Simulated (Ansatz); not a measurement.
**Cu: compression at zero temperature**

One table from this session's results is given with a row withheld; the runs are named, their logs left out.

Computed with Ansatz 0.2.0 (DFT r2SCAN, scalar-relativistic, plane waves, PAW, unless a step's input says otherwise).

1 further run of the same task is left out (set aside as unsound or not needed).

## The structure to begin with

Symmetry: Fm-3m, No. 225, cubic system. Conventional cell: a = 3.577 Å, b = 3.577 Å, c = 3.577 Å, α = 90.00°, β = 90.00°, γ = 90.00°. Cu (site symmetry m-3m) is surrounded by 12 Cu at 2.53 Å.

Coordinates:

```cif
data_structure
_symmetry_space_group_name_H-M 'Fm-3m'
_symmetry_Int_Tables_number 225
_cell_length_a 3.5767
_cell_length_b 3.5767
_cell_length_c 3.5767
_cell_angle_alpha 90.000
_cell_angle_beta 90.000
_cell_angle_gamma 90.000
_cell_volume 45.75
loop_
_atom_site_label
_atom_site_type_symbol
_atom_site_symmetry_multiplicity
_atom_site_Wyckoff_symbol
_atom_site_fract_x
_atom_site_fract_y
_atom_site_fract_z
_atom_site_occupancy
Cu1 Cu 4 a 0.00000 0.00000 0.00000 1
```

It goes back to an entry of the Materials Project.

It is the result of an earlier relaxation at this level (volume 11.44 Å³/atom; gap on the mesh: none (metal)).

Set-up of the first run:

The input, input.yaml:

```yaml
crystal:
  lattice:
    - [0.0, 1.7998269111, 1.7998269111]
    - [1.7998269111, 0.0, 1.7998269111]
    - [1.7998269111, 1.7998269111, 0.0]
  atoms:
    - { symbol: Cu, position: [0.0, 0.0, 0.0] }
basis:
  ecutwfc: 500
kpoints:
  mp_grid: { grid: [20, 20, 20] }
hamiltonian:
  xc: r2scan
scf:
  occupations: { method: gaussian, width: 0.1 }
output:
  forces: true
  stress: true
  eigenvalues: true
relax:
  adjacent_minimum: "off"
  f_tol: 0.008
  max_steps: 50
  cell: { stress_tol: 0.08, p_target: -2.0 }
```

Command:

```sh
$ ansatz run input.yaml --threads 1 --pin off --max-ram 2560MiB --backend cpu --events-out ev --progress --plain --runs-dir out
```

Among the steps run: Relaxing at -2 GPa; Target pressure 2 GPa; Target pressure 5 GPa; Target pressure 10 GPa; Target pressure 20 GPa; Relaxing at 40 GPa.

One table of the session follows, with a row left open; its other results are not shown here.

It belongs to the step «Volume, cell and gap against pressure». Lengths are those of the vectors of the cell that was run:

| P (GPa) | V (Å³/atom) | a (Å) | b (Å) | c (Å) | ΔH (eV/atom) |
| --- | --- | --- | --- | --- | --- |
| -2 | 11.58 | 2.540 | 2.540 | 2.540 | -0.144 |
| 0 | 11.44 | 2.529 | 2.529 | 2.529 | 0.000 |
| 2 | 11.30 | 2.519 | 2.519 | 2.519 | 0.142 |
| 5 | 11.11 | 2.505 | 2.505 | 2.505 | 0.352 |
| 10 | ? | ? | ? | ? | ? |
| 20 | 10.39 | 2.449 | 2.449 | 2.449 | 1.356 |
| 40 | 9.72 | 2.396 | 2.396 | 2.396 | 2.609 |

Estimate the missing values for P (GPa) = 10.

Worked estimate for «V (Å³/atom)». A straight line through the neighbours (5, 11.11) and (20, 10.39) gives 11.11 + (10.39 − 11.11) × (10 − 5) / (20 − 5) = 10.87; a parabola fitted to 4 rows on both sides gives 10.85.

The run gave: V (Å³/atom): 10.84; a (Å): 2.484; b (Å): 2.484; c (Å): 2.484; ΔH (eV/atom): 0.694. In «V (Å³/atom)» the line misses by +0.03 and the parabola by +0.01.

ΔH is E + PV over the energy at zero pressure; a, b and c are the vectors of the computed cell. 

Caveats from the session: Other structures may take over in this range; these runs cannot find them.
